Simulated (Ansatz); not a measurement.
Crystal: TiO2 (Anatase).

```
Ti O
1.0
    -1.89210    1.89210    4.75730
     1.89210   -1.89210    4.75730
     1.89210    1.89210   -4.75730
Ti O
2 4
Direct
  0.75000 0.25000 0.50000
  0.00000 0.00000 0.00000
  0.79190 0.79190 0.00000
  0.54190 0.04190 0.50000
  0.95810 0.45810 0.50000
  0.20810 0.20810 0.00000
```

Base run:

- Program: Ansatz 0.2.0
- Functional: PBE-EpsX
- Potentials or basis: Ansatz PAW
- Cutoff: 420 eV (not typed: the program's choice for these potentials)
- k mesh: 6 × 6 × 6
- Occupations: fermi-dirac, width 0.05 eV
- Spin: no spin polarisation

Its results: band gap on the k mesh 3.48 eV, indirect (least direct gap 3.80 eV); pressure 0.6 GPa; largest force 0.060 eV/Å.

Problem. The run is repeated on the same cell with these changes: functional from PBE-EpsX to PBE; k mesh from 6 × 6 × 6 to 7 × 7 × 7. What comes out?

Solution. Band gap on the k mesh 2.12 eV, indirect (least direct gap 2.46 eV); pressure 5.2 GPa; largest force 0.102 eV/Å.

Several settings changed at once, so the effect can't be laid on one alone.

Caveats: the PAW data sets come from PBE, with cores solved anew for the run's functional, which leaves a small shift of forces and pressure (some runs); the thresholds are loose for stress (some runs); odd divisions of the mesh miss points on the zone boundary, where band edges often lie, so the gap on the mesh can be too wide (some runs).

A k mesh can miss the band edges.
